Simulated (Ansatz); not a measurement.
Geometry optimisation, DFT LDA, scalar-relativistic, plane waves, PAW (Ansatz).

The input (input.yaml):

```yaml
crystal:
  lattice:
    - [5.3043, 0.0, 0.0]
    - [0.0, 5.3043, 0.0]
    - [0.0, 0.0, 21.282525]
  atoms:
    - { symbol: Ca, position: [0.0, 0.0, 0.04698691] }
    - { symbol: F, position: [0.75, 0.75, 0.10929507] }
    - { symbol: F, position: [0.25, 0.75, 0.10929507] }
    - { symbol: Ca, position: [0.5, 0.5, 0.04698691] }
    - { symbol: F, position: [0.25, 0.25, 0.10929507] }
    - { symbol: F, position: [0.75, 0.25, 0.10929507] }
    - { symbol: Ca, position: [0.0, 0.5, 0.17160323] }
    - { symbol: F, position: [0.75, 0.25, 0.23391139] }
    - { symbol: F, position: [0.25, 0.25, 0.23391139] }
    - { symbol: Ca, position: [0.5, 0.0, 0.17160323] }
    - { symbol: F, position: [0.25, 0.75, 0.23391139] }
    - { symbol: F, position: [0.75, 0.75, 0.23391139] }
    - { symbol: Ca, position: [0.0, 0.0, 0.29621955] }
    - { symbol: F, position: [0.75, 0.75, 0.35852771] }
    - { symbol: F, position: [0.25, 0.75, 0.35852771] }
    - { symbol: Ca, position: [0.5, 0.5, 0.29621955] }
    - { symbol: F, position: [0.25, 0.25, 0.35852771] }
    - { symbol: F, position: [0.75, 0.25, 0.35852771] }
    - { symbol: Ca, position: [0.0, 0.5, 0.42083587] }
    - { symbol: F, position: [0.75, 0.25, 0.48314403] }
    - { symbol: F, position: [0.25, 0.25, 0.48314403] }
    - { symbol: Ca, position: [0.5, 0.0, 0.42083587] }
    - { symbol: F, position: [0.25, 0.75, 0.48314403] }
    - { symbol: F, position: [0.75, 0.75, 0.48314403] }
    - { symbol: Ca, position: [0.41666667, 0.41666667, 0.57852745] }
basis:
  ecutwfc: 420.0
kpoints:
  mp_grid: { grid: [3, 3, 1] }
hamiltonian:
  xc: lda
  pseudopotentials: { kind: paw, azcp: { folder: soft_1 } }
scf:
  occupations: { method: gaussian, width: 0.05 }
  lower_state_search: "off"
relax:
  f_tol: 0.03
  max_steps: 60
  adjacent_minimum: "off"
  constraints: [{ sites: [0, 1, 2, 3, 4, 5] }]
```

Run as:

```bash
$ ansatz run input.yaml --threads 4 --pin off --max-ram 10240MiB --backend cpu --events-out ev --progress --plain --runs-dir out
```

Question: Where does it end, and by what steps?

Answer: It converged. Limits of this set-up: slab without dipole correction, PAW files made for another functional. After 8 steps the energy has fallen by 5.154 eV; Ca25 moved furthest, 1.17 Å. Joined: F24–Ca25 (3.22 → 2.09 Å).

| step | energy less start (eV) | largest force component (eV/Å) | accepted |
| --- | --- | --- | --- |
| 0 | 0.0000 | 5.943 | yes |
| 1 | -1.7128 | 5.640 | yes |
| 2 | -3.0471 | 3.865 | yes |
| 3 | -3.9399 | 2.435 | yes |
| 4 | -4.6038 | 1.468 | yes |
| 5 | -4.9942 | 0.558 | yes |
| 6 | -5.1403 | 0.237 | yes |
| 7 | -5.1530 | 0.053 | yes |
| 8 | -5.1539 | 0.014 | yes |

```xyz
25
Lattice="5.3043 0.0000 0.0000 0.0000 5.3043 0.0000 0.0000 0.0000 21.2825" Properties=species:S:1:pos:R:3
Ca 0.000 0.000 1.000
F 3.978 3.978 2.326
F 1.326 3.978 2.326
Ca 2.652 2.652 1.000
F 1.326 1.326 2.326
F 3.978 1.326 2.326
Ca -0.002 2.650 3.718
F 3.976 1.322 4.996
F 1.322 1.322 4.997
Ca 2.650 -0.002 3.718
F 1.322 3.976 4.996
F 3.974 3.974 4.996
Ca -0.006 -0.006 6.395
F 3.970 3.970 7.669
F 1.321 3.969 7.668
Ca 2.646 2.646 6.387
F 1.322 1.322 7.670
F 3.969 1.321 7.668
Ca -0.010 2.643 9.063
F 3.949 1.339 10.335
F 1.337 1.337 10.334
Ca 2.643 -0.010 9.063
F 1.339 3.949 10.335
F 3.948 3.948 10.339
Ca 2.642 2.642 11.317
```

The run took 75 s on 4 threads of Arm Neoverse V2 (shared host), peak memory 1.5 GiB.
